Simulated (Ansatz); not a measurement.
# A homologous series of junctions, from (CF2)2 chain with nitrile ends, between Au (111) faces with adatoms

Aim: the decay constant of the conductance with molecular length.

Program: Ansatz 0.2.0. Level of theory: DFT PBE, plane waves, PAW; relaxation of a junction, electrodes held but for their tips, in the first sound run; inputs show where later runs differ. Results are calculated unless marked as measured.

### 1. The structure

The cell holds 57 atoms: 47 Au, 2 N, 4 C and 4 F. Its edges and angles: a = 8.825 Å, b = 8.825 Å, c = 24.388 Å, α = 90.0°, β = 90.0°, γ = 60.0°. Electrodes: Au (111) 3x3 face with an adatom; the apex atoms were set 10.314 Å apart; the free molecule is N#CC(F)(F)C(F)(F)C#N. Regions: lower lead, 28 atoms (28 Au); bridge, 10 atoms (2 N, 4 C and 4 F); upper lead, 19 atoms (19 Au). The structure is stacked along c, and the current runs across the ab planes.

### 2. Relaxing the junction, 57 atoms, molecule perfluoroalkane C2, nitrile ends, units 2

The bridge and the electrodes' tips relax, while 45 atoms stay at the lead's spacing, so that the ends still repeat as a lead.

The input, input.yaml:

```yaml
crystal:
  lattice:
    - [8.8246926292, 0.0, 0.0]
    - [4.4123463146, 7.6424079975, 0.0]
    - [0.0, 0.0, 24.3882026897]
  atoms:
    - { symbol: Au, position: [0.833333333, 0.833333333, 0.0] }
    - { symbol: Au, position: [0.833333333, 0.166666667, 0.0] }
    - { symbol: Au, position: [0.833333333, 0.5, 0.0] }
    - { symbol: Au, position: [0.166666667, 0.833333333, 0.0] }
    - { symbol: Au, position: [0.166666667, 0.166666667, 0.0] }
    - { symbol: Au, position: [0.166666667, 0.5, 0.0] }
    - { symbol: Au, position: [0.5, 0.833333333, 0.0] }
    - { symbol: Au, position: [0.5, 0.166666667, 0.0] }
    - { symbol: Au, position: [0.5, 0.5, 0.0] }
    - { symbol: Au, position: [0.944444444, 0.944444444, 0.098481104] }
    - { symbol: Au, position: [0.944444444, 0.277777778, 0.098481104] }
    - { symbol: Au, position: [0.944444444, 0.611111111, 0.098481104] }
    - { symbol: Au, position: [0.277777778, 0.944444444, 0.098481104] }
    - { symbol: Au, position: [0.277777778, 0.277777778, 0.098481104] }
    - { symbol: Au, position: [0.277777778, 0.611111111, 0.098481104] }
    - { symbol: Au, position: [0.611111111, 0.944444444, 0.098481104] }
    - { symbol: Au, position: [0.611111111, 0.277777778, 0.098481104] }
    - { symbol: Au, position: [0.611111111, 0.611111111, 0.098481104] }
    - { symbol: Au, position: [0.055555556, 0.055555556, 0.196962208] }
    - { symbol: Au, position: [0.055555556, 0.388888889, 0.196962208] }
    - { symbol: Au, position: [0.055555556, 0.722222222, 0.196962208] }
    - { symbol: Au, position: [0.388888889, 0.055555556, 0.196962208] }
    - { symbol: Au, position: [0.388888889, 0.388888889, 0.196962208] }
    - { symbol: Au, position: [0.388888889, 0.722222222, 0.196962208] }
    - { symbol: Au, position: [0.722222222, 0.055555556, 0.196962208] }
    - { symbol: Au, position: [0.722222222, 0.388888889, 0.196962208] }
    - { symbol: Au, position: [0.722222222, 0.722222222, 0.196962208] }
    - { symbol: Au, position: [0.5, 0.5, 0.288549634] }
    - { symbol: "N", position: [0.465168684, 0.50000057, 0.378489367] }
    - { symbol: C, position: [0.446883608, 0.500000869, 0.425704204] }
    - { symbol: C, position: [0.424521951, 0.500001119, 0.485241693] }
    - { symbol: F, position: [0.411517512, 0.357509599, 0.499536134] }
    - { symbol: F, position: [0.26902608, 0.642492927, 0.499536029] }
    - { symbol: C, position: [0.575477559, 0.50000111, 0.514758338] }
    - { symbol: F, position: [0.588481669, 0.642492898, 0.500464007] }
    - { symbol: F, position: [0.730973494, 0.357509533, 0.500463895] }
    - { symbol: C, position: [0.553116064, 0.50000091, 0.574295833] }
    - { symbol: "N", position: [0.534831103, 0.500000597, 0.621510652] }
    - { symbol: Au, position: [0.5, 0.5, 0.711450366] }
    - { symbol: Au, position: [0.277777778, 0.277777778, 0.803037792] }
    - { symbol: Au, position: [0.277777778, 0.611111111, 0.803037792] }
    - { symbol: Au, position: [0.277777778, 0.944444444, 0.803037792] }
    - { symbol: Au, position: [0.611111111, 0.277777778, 0.803037792] }
    - { symbol: Au, position: [0.611111111, 0.611111111, 0.803037792] }
    - { symbol: Au, position: [0.611111111, 0.944444444, 0.803037792] }
    - { symbol: Au, position: [0.944444444, 0.277777778, 0.803037792] }
    - { symbol: Au, position: [0.944444444, 0.611111111, 0.803037792] }
    - { symbol: Au, position: [0.944444444, 0.944444444, 0.803037792] }
    - { symbol: Au, position: [0.388888889, 0.388888889, 0.901518896] }
    - { symbol: Au, position: [0.388888889, 0.722222222, 0.901518896] }
    - { symbol: Au, position: [0.388888889, 0.055555556, 0.901518896] }
    - { symbol: Au, position: [0.722222222, 0.388888889, 0.901518896] }
    - { symbol: Au, position: [0.722222222, 0.722222222, 0.901518896] }
    - { symbol: Au, position: [0.722222222, 0.055555556, 0.901518896] }
    - { symbol: Au, position: [0.055555556, 0.388888889, 0.901518896] }
    - { symbol: Au, position: [0.055555556, 0.722222222, 0.901518896] }
    - { symbol: Au, position: [0.055555556, 0.055555556, 0.901518896] }
kpoints:
  mp_grid: { grid: [2, 2, 1] }
scf:
  occupations: { method: fermi_dirac, width: 0.1 }
hamiltonian:
  xc: pbe
relax:
  constraints:
    - { sites: [0, 1, 2, 3, 4, 5, 6, 7, 8, 9, 10, 11, 12, 13, 14, 15, 16, 17, 18, 19, 20, 21, 22, 23, 24, 25, 26, 39, 40, 41, 42, 43, 44, 45, 46, 47, 48, 49, 50, 51, 52, 53, 54, 55, 56] }
  f_tol: 0.05
  max_steps: 35
```

Started as:

```
> ansatz run input.yaml --threads 16 --pin off --max-ram 61440MiB --backend cuda --events-out ev --progress --plain --runs-dir out
```

Numbers of over 12 decimals in the logs are rounded to 6 here.

Output:

```text
Warning: the atoms were moved onto the symmetric positions of the space group found under crystal.symmetry.tolerance 1.0e-5 (fractional; no operation is sought that the atoms, as they stand in a round, miss by more than twice it, and no atom is moved by as much as it), and the run uses the moved positions. Before a round's move an operation carried an atom to 1.74e-5 Å from where it should land, the largest such dist [...]
Engine: ansatz 0.2.0, aarch64-unknown-linux-gnu
[...]
SCF 1 converged in 12 iterations: F = -623009.238521 eV  dr2 = 3.46e-6
[...]
SCF 2 converged in 5 iterations: F = -623009.371112 eV  dr2 = 7.97e-5
[...]
SCF 3 converged in 5 iterations: F = -623009.412326 eV  dr2 = 1.15e-5
[...]
SCF 4 converged in 6 iterations: F = -623009.425560 eV  dr2 = 7.80e-7
[...]
SCF 5 converged in 7 iterations: F = -623009.429653 eV  dr2 = 3.56e-8
[...]
SCF 6 converged in 5 iterations: F = -623009.432021 eV  dr2 = 4.63e-6
[...]
SCF 7 converged in 4 iterations: F = -623009.432023 eV  dr2 = 2.68e-8
[...]
SCF converged after 4 iterations
[...]
atom  57  Au     0.01720994     0.01172384     0.22910233
  max |Σ_I F_I| component: 3.61e-16 eV/Å
--- Relaxed structure (7 steps of the walk, 7 accepted, 0 SCFs on fresh bases) ---
  F+E_penalty+E_count = -623009.43202322 eV   max|allowed force component| = 4.185e-2 eV/Å
  atoms:
    - { symbol: Au, position: [0.833333, 0.833333, 4.260724203609084e-18] }
    - { symbol: Au, position: [0.833333, 0.166666667, 4.260724203609084e-18] }
    - { symbol: Au, position: [0.833333, 0.5, 4.260724203609084e-18] }
    - { symbol: Au, position: [0.166666667, 0.833333, 4.260724203609084e-18] }
    - { symbol: Au, position: [0.166667, 0.166666667, 4.260724203609084e-18] }
    - { symbol: Au, position: [0.166667, 0.5, 4.260724203609084e-18] }
    - { symbol: Au, position: [0.5, 0.833333, 4.260724203609084e-18] }
    - { symbol: Au, position: [0.500000, 0.166666667, 4.260724203609084e-18] }
    - { symbol: Au, position: [0.500000, 0.5, 4.260724203609084e-18] }
    - { symbol: Au, position: [0.944444, 0.944444, 0.098481] }
    - { symbol: Au, position: [0.944444, 0.277778, 0.098481] }
    - { symbol: Au, position: [0.944444, 0.611111, 0.098481] }
    - { symbol: Au, position: [0.277778, 0.944444, 0.098481] }
    - { symbol: Au, position: [0.277778, 0.277778, 0.098481] }
    - { symbol: Au, position: [0.277777778, 0.611111, 0.098481] }
    - { symbol: Au, position: [0.611111, 0.944444, 0.098481] }
    - { symbol: Au, position: [0.611111, 0.277778, 0.098481] }
    - { symbol: Au, position: [0.611111111, 0.611111, 0.098481] }
    - { symbol: Au, position: [0.055556, 0.055556, 0.196962] }
    - { symbol: Au, position: [0.055556, 0.388888889, 0.196962] }
    - { symbol: Au, position: [0.055556, 0.722222, 0.196962] }
    - { symbol: Au, position: [0.388889, 0.055556, 0.196962] }
    - { symbol: Au, position: [0.388889, 0.388888889, 0.196962] }
    - { symbol: Au, position: [0.388889, 0.722222, 0.196962] }
    - { symbol: Au, position: [0.722222, 0.055556, 0.196962] }
    - { symbol: Au, position: [0.722222, 0.388888889, 0.196962] }
    - { symbol: Au, position: [0.722222, 0.722222, 0.196962] }
    - { symbol: Au, position: [0.499083, 0.499866, 0.287599] }
    - { symbol: N, position: [0.496833, 0.499995, 0.374855] }
    - { symbol: C, position: [0.468247, 0.500015, 0.421564] }
    - { symbol: C, position: [0.428268, 0.500017, 0.480461] }
    - { symbol: F, position: [0.417004, 0.355292, 0.492354] }
    - { symbol: F, position: [0.272306, 0.644790, 0.492358] }
    - { symbol: C, position: [0.571732, 0.499983, 0.519539] }
    - { symbol: F, position: [0.582996, 0.644708, 0.507646] }
    - { symbol: F, position: [0.727694, 0.355210, 0.507642] }
    - { symbol: C, position: [0.531753, 0.499985, 0.578436] }
    - { symbol: N, position: [0.503167, 0.500005, 0.625145] }
    - { symbol: Au, position: [0.500917, 0.500134, 0.712401] }
    - { symbol: Au, position: [0.277778, 0.277778, 0.803037792] }
    - { symbol: Au, position: [0.277777778, 0.611111, 0.803037792] }
    - { symbol: Au, position: [0.277778, 0.944444, 0.803037792] }
    - { symbol: Au, position: [0.611111, 0.277778, 0.803037792] }
    - { symbol: Au, position: [0.611111111, 0.611111, 0.803037792] }
    - { symbol: Au, position: [0.611111, 0.944444, 0.803037792] }
    - { symbol: Au, position: [0.944444, 0.277778, 0.803037792] }
    - { symbol: Au, position: [0.944444, 0.611111, 0.803037792] }
    - { symbol: Au, position: [0.944444, 0.944444, 0.803037792] }
    - { symbol: Au, position: [0.388889, 0.388888889, 0.901518896] }
    - { symbol: Au, position: [0.388889, 0.722222, 0.901518896] }
    - { symbol: Au, position: [0.388889, 0.055556, 0.901518896] }
    - { symbol: Au, position: [0.722222, 0.388888889, 0.901518896] }
    - { symbol: Au, position: [0.722222, 0.722222, 0.901518896] }
    - { symbol: Au, position: [0.722222, 0.055556, 0.901518896] }
    - { symbol: Au, position: [0.055556, 0.388888889, 0.901518896] }
    - { symbol: Au, position: [0.055556, 0.722222, 0.901518896] }
    - { symbol: Au, position: [0.055556, 0.055556, 0.901518896] }
```

It took 7.9 s on 1 × NVIDIA GB200 with 16 threads of Arm Neoverse V2, shared host; peak memory 1.7 GiB; 23 s of CPU time.

This run has no spin polarisation although its electron count is odd.

Relaxation path:

```tsv
step	energy less that of the first step (eV)	largest force component (eV/Å)
1	0.0000	1.4118
2	-0.1326	0.7550
3	-0.1738	0.2003
4	-0.1870	0.0625
5	-0.1911	0.2680
6	-0.1935	0.0420
7	-0.1935	0.0418
```

The atoms that moved most (Å):

```tsv
atom	dx	dy	dz	length
N38	-0.279	0.000	0.089	0.293
N29	0.279	0.000	-0.089	0.293
C37	-0.189	0.000	0.101	0.214
C30	0.189	0.000	-0.101	0.214
F36	-0.039	-0.018	0.175	0.180
F33	0.039	0.018	-0.175	0.180
F32	0.039	-0.017	-0.175	0.180
F35	-0.039	0.017	0.175	0.180
```

Numbers from this step:

```yaml
energy_at_zero_smearing: -623008.9351 eV
```

The largest force component on a free atom ends at 0.042 eV/Å, under the limit of 0.05. The apex atoms end 10.36 Å apart, and their nearest bridge atoms lie at 2.13 Å (Au–N) and 2.13 Å (Au–N).

[end of part 1 of 4]

[Logs are printed without paths, hosts, clocks, repeated set-up lines and the standing remarks that a program may print on its own settings, such as how far it seeks lower states.]

[Hosts, paths, dates, database ids (printed as entryN), source tags and the programs' standing remarks are cut or masked in the printed files.]
